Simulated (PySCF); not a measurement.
Induced dipoles and field energies

Compound: oxalic acid, C2H2O4.
SMILES with atom numbers: `[O:1]=[C:2]([OH:3])[C:4](=[O:5])[OH:6]` (hydrogens: H7 on O3; H8 on O6)

Cartesian coordinates in Å at the GFN2-xTB level; atoms count from 1:
```
atom  x, y, z in Å
O1     1.0338   -0.2175   -1.4014
C2     0.7284   -0.0193   -0.2605
O3     1.5822    0.1958    0.7276
C4    -0.7261    0.0203    0.2544
O5    -1.0314    0.2167    1.3958
O6    -1.5801   -0.1907   -0.7343
H7     2.5011    0.1718    0.4115
H8    -2.4988   -0.1676   -0.4176
```

Level: B3LYP/def2-SVPD (PySCF); nuclei fixed, core orbitals frozen in the response. Permanent dipole (0.000, 0.002, 0.000) D (1 au = 2.5417 D). Static polarisability (au):

```
x   46.61  0.67 -0.49
y    0.67 27.00  3.62
z   -0.49  3.62 46.19
```

Only the terms in μ and α are kept: μ(F) = μ + αF and ΔE = −μ·F − ½ F·αF.

A field of 0.01 au (0.514 V/Å) is applied along each axis in both senses. Find the induced dipole, the size of the total dipole and the two energy terms.

| field along | induced x (D) | induced y (D) | induced z (D) | total size (D) | −μ·F (kJ/mol) | −½F·αF (kJ/mol) |
| --- | --- | --- | --- | --- | --- | --- |
| +x | 1.185 | 0.017 | -0.012 | 1.185 | 0.000 | -6.119 |
| −x | -1.185 | -0.017 | 0.012 | 1.185 | 0.000 | -6.119 |
| +y | 0.017 | 0.686 | 0.092 | 0.695 | -0.021 | -3.544 |
| −y | -0.017 | -0.686 | -0.092 | 0.691 | +0.021 | -3.544 |
| +z | -0.012 | 0.092 | 1.174 | 1.178 | 0.000 | -6.064 |
| −z | 0.012 | -0.092 | -1.174 | 1.178 | 0.000 | -6.064 |

For the field (-0.0010, -0.0070, -0.0050) au, what is the induced dipole, and what angle does it make with the field?

αF = (-0.124, -0.528, -0.650) D, at 15.3° to the field. The polarisability along this direction, F·αF/F², is 37.10 au, against a mean of 39.93 au.

A unit point charge sits 9 Å away. Estimate the induction energy −αe²/2R⁴ with the mean polarisability, treating the molecule as a point.

R = 17.01 bohr, so the energy is −39.9/(2 × 17.01⁴) Eh = -0.627 kJ/mol.

Isolated species at its GFN2-xTB geometry (one conformer only). GFN2-xTB frequencies show an imaginary mode (29i cm⁻¹), so this geometry is no minimum at that level.
